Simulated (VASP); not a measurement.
# MgS (F-43m) in VASP: a series of runs

The runs below take MgS through single point, with LDA.

Everything below comes from runs of VASP 6.6.1. Logs are shortened: lines on timing, memory, paths and dates and some standing lists are left out, and cuts for length are marked.

## Step 1: The structure

It takes space group F-43m (No. 216, cubic). Conventional cell: a = 5.666 Å, b = 5.666 Å, c = 5.666 Å, α = 90.00°, β = 90.00°, γ = 90.00°. Around S (site symmetry -43m) lie 4 Mg at 2.45 Å. Mg (site symmetry -43m) is surrounded by 4 S at 2.45 Å.

The cell comes from a database or a generator and needn't be the stable form of this composition.

## Step 2: Single point, LDA

File INCAR:

```
PREC = Accurate ; ENCUT = 450
EDIFF = 1E-6 ; ISMEAR = 0
SIGMA = 0.5 ; LREAL = False
LASPH = True ; NELM = 100
ALGO = Normal ; ISIF = 2
LWAVE = False ; LCHARG = False
ADDGRID = False
```

File KPOINTS:

```
Automatic mesh
0
Gamma
  5 5 5
```

File POSCAR:

```
MgS
1.0
    0.0000000000      2.8331200468      2.8331200468
    2.8331200468      0.0000000000      2.8331200468
    2.8331200468      2.8331200468      0.0000000000
S Mg
1 1
Direct
    0.2500000000      0.2500000000      0.2500000000
    0.0000000000      0.0000000000      0.0000000000
```

Potentials or basis: VASP PAW LDA potentials, release 64 (S, Mg).

Command:

```
> cat potpaw_LDA.64/S/POTCAR potpaw_LDA.64/Mg/POTCAR > POTCAR
> mpirun -np 1 vasp_std > vasp.out
```

OUTCAR:

```text
PREC = Accurate
   ENCUT = 450
   EDIFF = 1E-6
   ISMEAR = 0
   LREAL = False
   LASPH = True
   NELM = 100
   ISIF = 2

 Found     10 irreducible k-points:

 Following reciprocal coordinates:
            Coordinates               Weight
  0.000000  0.000000  0.000000      1.000000
  0.200000  0.000000  0.000000      8.000000
  0.400000  0.000000  0.000000      8.000000
  0.200000  0.200000  0.000000      6.000000
  0.400000  0.200000  0.000000     24.000000
 -0.400000  0.200000  0.000000     24.000000
   k-points           NKPTS =     10   k-points in BZ     NKDIM =     10   number of bands    NBANDS=      8
   number of dos      NEDOS =    301   number of ions     NIONS =      2
   total plane-waves  NPLWV =  21952
   dimension x,y,z NGX =    28 NGY =   28 NGZ =   28
   dimension x,y,z NGXF=    56 NGYF=   56 NGZF=   56
   ions per type =               1   1
   NGX,Y,Z   is equivalent  to a cutoff of  11.62, 11.62, 11.62 a.u.
   NGXF,Y,Z  is equivalent  to a cutoff of  23.24, 23.24, 23.24 a.u.
 SYSTEM =  unknown system
   PREC   = accura    normal or accurate (medium, high low for compatibility)
   ISTART =      0    job   : 0-new  1-cont  2-samecut
   ICHARG =      2    charge: 1-file 2-atom 10-const
   ISPIN  =      1    spin polarized calculation?
   LNONCOLLINEAR =      F non collinear calculations
   LSORBIT =      F    spin-orbit coupling
   LASPH  =      T    aspherical Exc in radial PAW
   ENCUT  =  450.0 eV  33.07 Ry    5.75 a.u.   6.93  6.93  6.93*2*pi/ulx,y,z
   NELM   =    100;   NELMIN=  2; NELMDL= -5     # of ELM steps
   EDIFF  = 0.1E-05   stopping-criterion for ELM
   LREAL  =      F    real-space projection
   EDIFFG = 0.1E-04   stopping-criterion for IOM
   NSW    =      0    number of steps for IOM
   IBRION =     -1    ionic relax: 0-MD 1-quasi-New 2-CG
   NFREE  =      0    steps in history (QN), initial steepest desc. (CG)
   ISIF   =      2    stress and relaxation
   ISYM   =      2    0-nonsym 1-usesym 2-fastsym
   POTIM  = 0.5000    time-step for ionic-motion
   TEBEG  =    0.0;   TEEND  =   0.0 temperature during run
   PSTRESS=    0.0 pullay stress
   NELECT =       8.0000    total number of electrons
   NUPDOWN=      -1.0000    fix difference up-down
   EMIN   =  10.00;   EMAX   =-10.00  energy-range for DOS
   EFERMI =   0.00;   METHOD = LEGACY
   ISMEAR =     0;   SIGMA  =   0.50  broadening in eV -4-tet -1-fermi 0-gaus
   EFERMI_NEDOS =   21; number of points for ismear=-14 and -15
   IALGO  =     38    algorithm
   IMIX   =      4    mixing-type and parameters
     AMIX     =   0.40;   BMIX     =  1.00
     AMIX_MAG =   1.60;   BMIX_MAG =  1.00
  volume/ion in A,a.u.               =      22.74       153.46
  Fermi-wavevector in a.u.,A,eV,Ry     =   0.917269  1.733386 11.447692  0.841382
  Thomas-Fermi vector in A             =   2.042218
   LORBIT       =      0    0 simple, 1 ext, 2 COOP (PROOUT), +10 PAW based schemes
   GGA     = CA    functional components
   LHFCALC =     F    Hartree Fock is set to
   AEXX    =    0.0000 exact exchange contribution
   IVDW    =     0    specifies the selected vdW correction
   LEPSILON=     F    determine dielectric tensor
   LRPA    =     F    only Hartree local field effects (RPA)
 non-spin polarized calculation
 Gauss-broadening in eV      SIGMA  =   0.50
  energy-cutoff  :      450.00
  volume of cell :       45.48
 maximum number of plane-waves:       990
   NGX = 13   NGY = 13   NGZ = 13

 number of electron       8.0000001 magnetization

 Free energy of the ion-electron system (eV)
  ---------------------------------------------------
  ext. energy  EPLUGINS =         0.00000000
  ---------------------------------------------------
  free energy    TOTEN  =        -9.37467907 eV

  energy without entropy =       -9.37467860  energy(sigma->0) =       -9.37467883

 E-fermi :   2.5439     XC(G=0):  -8.7519

 val. band max:        0.8827707829   @ k =   0.0000   0.0000   0.0000
 cond. band min:       4.0638314431   @ k =   0.0000   0.0000   0.0000
 fundamental gap:      3.1810606603
 Fermi energy:         2.5439301923

 k-point     1 :       0.0000    0.0000    0.0000
  band No.  band energies     occupation
      1     -10.3478      2.00000
      2       0.8828      2.00000
      3       0.8828      2.00000
      4       0.8828      2.00000
      5       4.0638      0.00002
      6       8.6410      0.00000
      7       8.6410      0.00000
      8       8.6410      0.00000

 k-point     2 :       0.2000    0.0000    0.0000
  band No.  band energies     occupation
      1     -10.1314      2.00000
      2      -0.5540      2.00000
      3       0.7575      2.00000
      4       0.7575      2.00000
      5       5.3349      0.00000
      6       8.3672      0.00000
      7       8.9160      0.00000
      8       8.9160      0.00000

 k-point     3 :       0.4000    0.0000    0.0000
  band No.  band energies     occupation
      1      -9.7273      2.00000
      2      -2.0922      2.00000
      3       0.5775      2.00000
      4       0.5775      2.00000
      5       5.7663      0.00000
      6       8.4482      0.00000
      7       8.4482      0.00000
      8       9.0950      0.00000

 k-point     4 :       0.2000    0.2000    0.0000
  band No.  band energies     occupation
      1     -10.0599      2.00000
      2      -0.5014      2.00000
      3       0.4658      2.00000
      4       0.4658      2.00000
      5       5.7122      0.00000
      6       7.5081      0.00000
      7       9.1913      0.00000
      8       9.6649      0.00000

 k-point     5 :       0.4000    0.2000    0.0000
  band No.  band energies     occupation
      1      -9.7121      2.00000
      2      -1.6138      2.00000
      3       0.0182      2.00000
      4       0.2499      2.00000
      5       6.0914      0.00000
      6       7.5864      0.00000
      7       8.5912      0.00000
      8       9.7573      0.00000

 k-point     6 :      -0.4000    0.2000    0.0000
  band No.  band energies     occupation
      1      -9.5594      2.00000
      2      -1.9877      2.00000
      3      -0.4312      2.00000
      4       0.3720      2.00000
      5       6.5069      0.00000
      6       7.4668      0.00000
      7       9.2415      0.00000
      8       9.5430      0.00000

 [... further k-points ...]

------------------------ aborting loop because EDIFF is reached ----------------------------------------

  FORCE on cell =-STRESS in cart. coord.  units (eV):
  Direction    XX          YY          ZZ          XY          YZ          ZX
  --------------------------------------------------------------------------------------
  -------------------------------------------------------------------------------------
  Total       -0.7130729     -0.7130729     -0.7130729      0.0000000      0.0000000      0.0000000
  in kB      -25.1199972    -25.1199972    -25.1199972      0.0000000      0.0000000      0.0000000
  external PRESSURE =     -25.1199972 kB  Pullay stress =       0.0000000 kB

 VOLUME and BASIS-vectors are now :
 -----------------------------------------------------------------------------
  energy-cutoff  :      450.00
  volume of cell :       45.48
      direct lattice vectors                 reciprocal lattice vectors
     0.000000000  2.833120047  2.833120047    -0.176483874  0.176483874  0.176483874
     2.833120047  0.000000000  2.833120047     0.176483874 -0.176483874  0.176483874
     2.833120047  2.833120047  0.000000000     0.176483874  0.176483874 -0.176483874

 POSITION                                       TOTAL-FORCE (eV/Angst)
 -----------------------------------------------------------------------------------
      1.41656      1.41656      1.41656        -0.000000     -0.000000     -0.000000
      0.00000      0.00000      0.00000         0.000000      0.000000      0.000000
 -----------------------------------------------------------------------------------
    total drift:                                0.000000      0.000000      0.000000

  FREE ENERGIE OF THE ION-ELECTRON SYSTEM (eV)
  ---------------------------------------------------
  free  energy   TOTEN  =        -9.3746790676 eV

  energy  without entropy=       -9.3746786004  energy(sigma->0) =       -9.37467883
```

It took 3.1 s on 1 thread of Intel Xeon Platinum 8488C (Sapphire Rapids), shared host; peak memory 0.13 GiB.

The run converged, but some of its settings lie outside the range that counts as converged, so its numbers aren't taken as properties of the crystal.

Results:

```
Free energy            : -9.3747 eV
Pressure               : -2.5 GPa
Band gap on the k mesh : 3.18 eV, direct
```

## Step 3: Single point, LDA

INCAR is that of step 2.

KPOINTS is that of step 2.

File POSCAR:

```
MgS
1.0
    0.0000000000      2.8331200468      2.8331200468
    2.8331200468      0.0000000000      2.8331200468
    2.8331200468      2.8331200468      0.0000000000
S Mg
1 1
Direct
    0.2346630000      0.2748010000      0.2357280000
   -0.0216520000      0.0237760000     -0.0317750000
```

Potentials or basis: VASP PAW LDA potentials, release 64 (S, Mg).

Command:

```
> cat potpaw_LDA.64/S/POTCAR potpaw_LDA.64/Mg/POTCAR > POTCAR
> mpirun -np 1 vasp_std > vasp.out
```

OUTCAR:

```text
PREC = Accurate
   ENCUT = 450
   EDIFF = 1E-6
   ISMEAR = 0
   LREAL = False
   LASPH = True
   NELM = 100
   ISIF = 2

 Found     63 irreducible k-points:

 Following reciprocal coordinates:
            Coordinates               Weight
  0.000000  0.000000  0.000000      1.000000
  0.200000  0.000000  0.000000      2.000000
  0.000000  0.200000  0.000000      2.000000
  0.000000  0.000000  0.200000      2.000000
  0.200000  0.200000  0.200000      2.000000
  0.400000  0.000000  0.000000      2.000000
   k-points           NKPTS =     63   k-points in BZ     NKDIM =     63   number of bands    NBANDS=      8
   number of dos      NEDOS =    301   number of ions     NIONS =      2
   total plane-waves  NPLWV =  21952
   dimension x,y,z NGX =    28 NGY =   28 NGZ =   28
   dimension x,y,z NGXF=    56 NGYF=   56 NGZF=   56
   ions per type =               1   1
   NGX,Y,Z   is equivalent  to a cutoff of  11.62, 11.62, 11.62 a.u.
   NGXF,Y,Z  is equivalent  to a cutoff of  23.24, 23.24, 23.24 a.u.
 SYSTEM =  unknown system
   PREC   = accura    normal or accurate (medium, high low for compatibility)
   ISTART =      0    job   : 0-new  1-cont  2-samecut
   ICHARG =      2    charge: 1-file 2-atom 10-const
   ISPIN  =      1    spin polarized calculation?
   LNONCOLLINEAR =      F non collinear calculations
   LSORBIT =      F    spin-orbit coupling
   LASPH  =      T    aspherical Exc in radial PAW
   ENCUT  =  450.0 eV  33.07 Ry    5.75 a.u.   6.93  6.93  6.93*2*pi/ulx,y,z
[... 62 lines left out ...]
      4       1.0022      1.99999
      5       4.0599      0.00002
      6       8.6349      0.00000
      7       8.6402      0.00000
      8       8.6611      0.00000
[... 45 lines left out ...]
 k-point     6 :       0.4000    0.0000    0.0000
  band No.  band energies     occupation
      1      -9.7270      2.00000
      2      -2.1152      2.00000
      3       0.5069      2.00000
      4       0.6751      2.00000
      5       5.7638      0.00000
      6       8.3752      0.00000
      7       8.5580      0.00000
      8       9.0802      0.00000

 [... further k-points ...]

------------------------ aborting loop because EDIFF is reached ----------------------------------------

  FORCE on cell =-STRESS in cart. coord.  units (eV):
  Direction    XX          YY          ZZ          XY          YZ          ZX
  --------------------------------------------------------------------------------------
  -------------------------------------------------------------------------------------
  Total       -0.6643745     -0.6809407     -0.6426016     -0.0614047     -0.2704597     -0.3574841
  in kB      -23.4044580    -23.9880516    -22.6374475     -2.1631529     -9.5277037    -12.5933830
  external PRESSURE =     -23.3433190 kB  Pullay stress =       0.0000000 kB

 VOLUME and BASIS-vectors are now :
 -----------------------------------------------------------------------------
  energy-cutoff  :      450.00
  volume of cell :       45.48
      direct lattice vectors                 reciprocal lattice vectors
     0.000000000  2.833120047  2.833120047    -0.176483874  0.176483874  0.176483874
     2.833120047  0.000000000  2.833120047     0.176483874 -0.176483874  0.176483874
     2.833120047  2.833120047  0.000000000     0.176483874  0.176483874 -0.176483874

 POSITION                                       TOTAL-FORCE (eV/Angst)
 -----------------------------------------------------------------------------------
      1.44639      1.33267      1.44337        -0.256679     -0.341020     -0.046462
      2.81046      5.51487      2.83914         0.256679      0.341020      0.046462
 -----------------------------------------------------------------------------------
    total drift:                                0.000040      0.000074      0.000016

  FREE ENERGIE OF THE ION-ELECTRON SYSTEM (eV)
  ---------------------------------------------------
  free  energy   TOTEN  =        -9.3553599700 eV

  energy  without entropy=       -9.3553593373  energy(sigma->0) =       -9.35535965
```

stdout:

```text
POSCAR found type information on POSCAR S Mg
 POSCAR found :  2 types and       2 ions
 scaLAPACK will be used
 LDA part: xc-table for (Slater(with rela. corr.)+CA(PZ))
 , standard interpolation
 POSCAR, INCAR and KPOINTS ok, starting setup
 FFT: planning ... GRIDC
 FFT: planning ... GRID_SOFT
 FFT: planning ... GRID
 WAVECAR not read
 entering main loop
```

Run time: 12 s. Hardware: 1 thread of Intel Xeon Platinum 8488C (Sapphire Rapids), shared host; peak memory 0.15 GiB.

The run converged, but some of its settings lie outside the range that counts as converged, so its numbers aren't taken as properties of the crystal.

Results:

| Property | Result |
| --- | --- |
| Free energy | -9.3554 eV |
| Pressure | -2.3 GPa |
| Largest force | 0.429 eV/Å |
| Band gap on the k mesh | 3.06 eV, direct |
